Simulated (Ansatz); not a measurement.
Na, DFT, PBE, all-electron LAPW, scalar-relativistic (Ansatz 0.2.0), run on 1 thread of Arm Neoverse V1 on a shared host.

The structure is an experimental refinement, used without relaxation. The listed cell was then made from it by scaling, straining or moving an atom.

Command: `ansatz run input.yaml --threads 1 --pin off --max-ram 3072MiB --backend cpu --events-out ev --progress --plain --runs-dir out`

```yaml
crystal:
  lattice:
    - [-2.0742735852, 2.0742735852, 2.0742735852]
    - [2.0742735852, -2.0742735852, 2.0742735852]
    - [2.0742735852, 2.0742735852, -2.0742735852]
  atoms:
    - { symbol: Na, position: [0.0, 0.0, 0.0] }
kpoints:
  mp_grid: { grid: [12, 12, 12] }
  band_path:
    path:
      - [0.0, 0.0, 0.0]
      - [0.5, -0.5, 0.5]
      - [0.0, 0.0, 0.5]
      - [0.0, 0.0, 0.0]
      - [0.25, 0.25, 0.25]
      - [0.5, -0.5, 0.5]
      - [0.25, 0.25, 0.25]
      - [0.0, 0.0, 0.5]
    npoints: 5
scf:
  occupations: { method: fermi_dirac, width: 0.05 }
hamiltonian:
  xc: pbe
  pseudopotentials: { kind: all_electron, lapw: { basis_error: 0.00025 } }
output:
  forces: true
  stress: true
  eigenvalues: true
```

(1) How large is the problem that the program sets up?

(2) About how long does it take, and how much memory does it use?

Results:

(1) 72 irreducible k-points, 79 plane waves at Γ, 9 bands.

(2) 3.2 s of wall time for 5 SCF iterations, with a peak of 0.21 GiB. Times on shared machines scatter by tens of per cent.
